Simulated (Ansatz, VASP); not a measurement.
This is a calculation of B for Ansatz 0.2.0.

The input input.yaml:

```yaml
crystal:
  lattice:
    - [1.62456, 0.0, 0.0]
    - [0.0, 2.86615, 0.0]
    - [0.0, 0.0, 3.9144]
  atoms:
    - { symbol: B, position: [0.0, 0.5, 0.60926] }
    - { symbol: B, position: [0.5, 0.0, 0.39074] }
hamiltonian:
  xc: pbe
  pseudopotentials: { kind: paw }
kpoints:
  mp_grid: { grid: [16, 9, 7] }
scf:
  occupations: { method: fermi_dirac, width: 0.05 }
output:
  forces: true
  stress: true
  eigenvalues: true
```

Potentials or basis: Ansatz PAW.

Launch:

```console
$ ansatz run input.yaml --threads 1 --pin off --max-ram 3584MiB --backend cpu --events-out ev --progress --plain --runs-dir out
```

Question: Translate it to VASP 6.6.1. Potentials there: VASP PAW PBE potentials, release 64 (B).

Answer: As run (the cutoff follows the program's own potentials):

File INCAR:

```
SYSTEM = B
ALGO = Normal
EDIFF = 1E-7
ENCUT = 520
GGA = PE
ISIF = 2
ISMEAR = -1
LASPH = .TRUE.
LCHARG = .FALSE.
LREAL = .FALSE.
LWAVE = .FALSE.
NBANDS = 10
NELM = 60
PREC = Accurate
SIGMA = 0.05
```

The input KPOINTS:

```
k-points
0
G
  16 9 7
  0 0 0
```

File POSCAR:

```
B
1.0
    1.6245600000      0.0000000000      0.0000000000
    0.0000000000      2.8661500000      0.0000000000
    0.0000000000      0.0000000000      3.9144000000
B
2
Direct
    0.0000000000      0.5000000000      0.6092600000
    0.5000000000      0.0000000000      0.3907400000
```

Potentials or basis: VASP PAW PBE potentials, release 64 (B).

The run is started by

```console
$ cat potpaw_PBE.64/B/POTCAR > POTCAR
$ mpirun -np 1 vasp_std > vasp.out
```

Both were run:

|  | VASP | Ansatz | Ansatz less VASP |
| --- | --- | --- | --- |
| gap on the k mesh at the Fermi level (eV) | none | none | - |
| pressure (GPa) | 0.1 | 0.1 | +0.02 |
| largest component of the traceless stress (GPa) | 1.58 | 1.57 | -0.013 |
| rms of the force components (eV/Å) | 0.003 | 0.005 | +0.0014 |

Atom by atom the forces differ by 0.001 eV/Å (rms over components). A gap of «none» marks a metal or a gap that the smearing closes.

Caveats: this functional lacks dispersion, which binds the layers, so the pressure and a relaxed spacing across them are unreliable.
